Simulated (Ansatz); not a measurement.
Ionic part of the dielectric constant of BN at 2 GPa, mode by mode

Method: Ansatz 0.2.0, DFT PBE, scalar-relativistic, plane waves, PAW. Settings: 420 eV plane-wave cutoff, Γ-centred 12×12×12 mesh, fixed occupations. No spin polarisation. Phonons by linear response, acoustic sum rule imposed.

The structure is cubic, space group F-43m (No. 216). Conventional cell: a = 3.618 Å, b = 3.618 Å, c = 3.618 Å, α = 90.00°, β = 90.00°, γ = 90.00°. Around B (site symmetry -43m) lie 4 N at 1.57 Å. N (site symmetry -43m) has 4 B at 1.57 Å as nearest neighbours.

The primitive cell has V = 11.84 Å³ and ε∞,xx = 4.609. Each polar mode adds Δε = (4.92064×10⁷/V)·S/ν² along x, with S its oscillator strength in e²/amu, ν in cm⁻¹ and V in Å³.

**Question.** From these modes, find each Δε and ε0,xx.
```tsv
ν (cm⁻¹)	S_xx (e²/amu)
1033.3	0.599
```

**Answer.**
| ν (cm⁻¹) | Δε |
| --- | --- |
| 1033.3 | 2.33 |

The sum is 2.331, so ε0,xx = 6.94; the run's tensor has 6.94.

**Question.** Where do the longitudinal modes lie for a wave vector along x?

**Answer.** At 1268 cm⁻¹. The Lyddane–Sachs–Teller product Π(ν_LO/ν_TO)² = 1.51 matches ε0/ε∞ = 1.51.

Cost: 1 run of about 0.43 core-minutes, on Intel Xeon Processor @ 2.50GHz (Skylake/Cascade Lake) (shared hosts).

The entire lattice contribution to the static dielectric constant comes from one triply degenerate polar mode, in which the B and N sublattices move against each other. It adds 2.33 to an electronic part of 4.609, so electronic polarisation dominates the screening even though the bond is clearly polar. The reason is stiffness rather than low mass. The reduced mass enters both the oscillator strength and the squared frequency and cancels in Δε, leaving the squared Born effective charge divided by the force constant. Short, strongly covalent sp³ bonds make that force constant large and limit the static displacement in a field. The light atoms do, however, help to raise the frequencies and widen the separation between the transverse mode at 1033.3 cm⁻¹ and the longitudinal one at 1268 cm⁻¹, which arises from the macroscopic field of the polar displacement. The Lyddane–Sachs–Teller agreement confirms internal consistency, not the accuracy of either dielectric constant. With a single pressure, the results don't show how compression shifts the balance between bond stiffening and changes in effective charge.
